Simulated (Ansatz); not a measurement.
**WSe₂ (P6_3/mmc), a vibration from a frozen displacement**

Method: DFT PBEsol+D3(BJ), scalar-relativistic, plane waves, PAW (Ansatz 0.2.0). Cutoff 420 eV, Γ-centred 12×12×4 k-points, Gaussian smearing of 0.05 eV. Spin–orbit coupling is left out, which matters for the heavy elements here. No spin polarisation. Energies are free energies at this smearing, counted from the undisturbed cell; pressure is positive in compression.

The undisturbed cell (relaxed at this level):

```yaml
crystal:
  lattice:
    - [3.23046, 0.00000, 0.00000]
    - [-1.61523, 2.79766, 0.00000]
    - [0.00000, 0.00000, 12.41450]
  atoms:
    - { symbol: W, position: [0.33333, 0.66667, 0.25000] }
    - { symbol: W, position: [0.66667, 0.33333, 0.75000] }
    - { symbol: Se, position: [0.33333, 0.66667, 0.61458] }
    - { symbol: Se, position: [0.66667, 0.33333, 0.11458] }
    - { symbol: Se, position: [0.33333, 0.66667, 0.88542] }
    - { symbol: Se, position: [0.66667, 0.33333, 0.38542] }
```

Atom 3 (Se) is moved by x along the Cartesian unit vector (-0.643, -0.371, 0.670); the cell and all other atoms stay fixed. The cell's volume is 112.20 Å³; the moved atoms weigh 78.971 u together and the others 604.593 u.

```
  x (Å)  ΔE (meV/cell) total force on the moved atoms along the move (eV/Å) pressure (GPa)
-0.1000          58.14                                                1.1025         -1.4112
-0.0600          21.83                                                0.7045         -0.8944
 0.0000           0.00                                                0.0000         -0.0108
 0.0400          10.81                                               -0.5523          0.6600
 0.0800          45.21                                               -1.1812          1.4045
```

Question: What frequency belongs to this motion?

Answer: The force constant is k = −dF/dx = 12.982 eV/Å², from the parabola through x = -0.0600, 0 and 0.0400. In every cell the moved atoms swing against the rest, so the mass is μ = m₁m₂/(m₁ + m₂) = 69.848 u, and ν̃ = 521.5 cm⁻¹ × √(|k|/μ) = 225 cm⁻¹. Steps this long are already anharmonic: the energies of the same points give k = 12.680 eV/Å², so the harmonic k is uncertain by that gap or more. The pattern needn't be a normal mode: ν̃² is then a weighted mean of the squared nonzero frequencies at the zone centre of this cell, taken without macroscopic field, so it lies between the lowest and the highest of them.

Question: How far does the harmonic law reach?

Answer: At x = -0.100 Å, kx²/2 = 64.91 meV against the computed 58.14 meV (-10.4 %): the well softens in this direction at large amplitude.

Cost: 5 runs of about 4.4 core-minutes in all, on Intel Xeon Platinum 8488C (Sapphire Rapids) (shared hosts).

The displacement runs along a W–Se bond, with positive x pushing the selenium towards its tungsten neighbour. The anharmonicity is therefore mainly odd in x: the restoring force grows faster than linearly on compression and more slowly on stretching. This is the usual asymmetry of a covalent bond, where Pauli repulsion steepens the inner wall while orbital overlap fades on the outer side. The softening at -0.1000 Å thus belongs to the stretched side only; at 0.0800 Å the energy lies above the harmonic parabola.

The pressure changes sign with x and is almost linear in it. By symmetry, only the fully symmetric part of the motion, selenium moving perpendicular to the layers, can give such a linear term; the in-plane part cannot. The pattern therefore mixes modes of different symmetry, including soft ones in which whole layers slide or move apart. The 225 cm⁻¹ is best read as a measure of local W–Se bond stiffness and shouldn't be assigned to a single Raman or infrared line.
